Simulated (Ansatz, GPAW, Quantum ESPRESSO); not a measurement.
**Hf: 4 runs at one level of theory**

```
Hf
1.0
     4.96233    0.00000    0.00000
    -2.48116    4.29750    0.00000
     0.00000    0.00000    3.08623
Hf
3
Cartesian
  0.0000 0.0000 0.0000
  0.0000 2.8650 1.5431
  2.4812 1.4325 1.5431
```

This isn't the form of Hf at room conditions, which is hcp.

Alike in all runs: task single point; functional PBEsol; k mesh 6 × 6 × 9; occupations fermi-dirac, width 0.05 eV; no spin polarisation; no spin-orbit coupling. Pressure is positive in compression and, in plane waves, holds the error of the finite cutoff, which Ansatz's Pulay term estimates and takes out.

```csv
program and potentials,plane-wave cutoff (eV),notes,pressure (GPa)
"Ansatz, Ansatz PAW",420,"potentials made for PBE, which Ansatz adapts in part; 26 valence electrons an atom on average; Pulay term of +0.04 GPa included",-2.68
"GPAW, PAW data sets generated for this functional",600,12 valence electrons an atom on average,-2.19
"Ansatz, all-electron LAPW, scalar-relativistic",-,-,-2.66
"Quantum ESPRESSO, GBRV 1.5 PBEsol",612,12 valence electrons an atom on average,-2.61
```

The pressure spans -2.68 (Ansatz, Ansatz PAW) to -2.19 GPa (GPAW, PAW data sets generated for this functional), with all-electron results at -2.66.

Differences between rows come from potentials, basis sets and numerical settings, since the functional is the same but for its coding. Runs on potential files found faulty are left out.
